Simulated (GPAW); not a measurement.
Runs of GPAW 26.7.0 on Sb. Symmetry: Fm-3m, No. 225, cubic system. The conventional cell has a = 4.742 Å, b = 4.742 Å, c = 4.742 Å, α = 90.00°, β = 90.00°, γ = 90.00°. Sb (site symmetry m-3m) has 12 Sb at 3.35 Å as nearest neighbours. This isn't the form of Sb at room conditions, which is rhombohedral.

| task | level | potentials or basis | spin | k mesh | cutoff (eV) | kernel | eta | response ecut | scissors | maxiter | mesh quality | gap on the mesh (eV) | pressure (GPa) |
| --- | --- | --- | --- | --- | --- | --- | --- | --- | --- | --- | --- | --- | --- |
| single point | PBE | GPAW PAW data sets (gpaw-data 1.2.1), pw | off | 8 × 8 × 8 | 450 | - | - | - | - | 120 | not flagged | none | (a) |
| band structure | PBEsol | PAW data sets generated in the run's folder for this functional, pw | off | 10 × 10 × 10 | 600 | - | - | - | - | 150 | not flagged | - | -1.5 |
| band structure | PBEsol | PAW data sets generated in the run's folder for this functional, pw | SOC, no magnetisation | 10 × 10 × 10 | 600 | - | - | - | - | 150 | not flagged | - | -1.5 |
| single point | LDA | the program's PAW data sets (release 1.2.1) made for this functional, pw | off | 8 × 8 × 8 | 500 | - | - | - | - | 120 | not flagged | none | -2.8 |

Alike in all rows: cell as given; smearing fermi-dirac 0.05 eV.

**Question.** Fill in the values left out.

**Answer.** (a) 0.4.

Caveats: the cutoff is short for stress and forces, so pressures can be off by a GPa or more (some runs); spin-orbit coupling is left out, which moves the levels of the heavy elements (some runs); spin-orbit coupling was added after a scalar SCF, so levels and gaps hold it while energy, forces, pressure and moments don't (some runs); this program's spin-orbit splittings come out too wide for heavy elements (some runs).

A k mesh can miss the band edges, and rows without SOC leave out spin-orbit coupling on Sb.

A gap of «none» marks a metal or a gap under the smearing width.
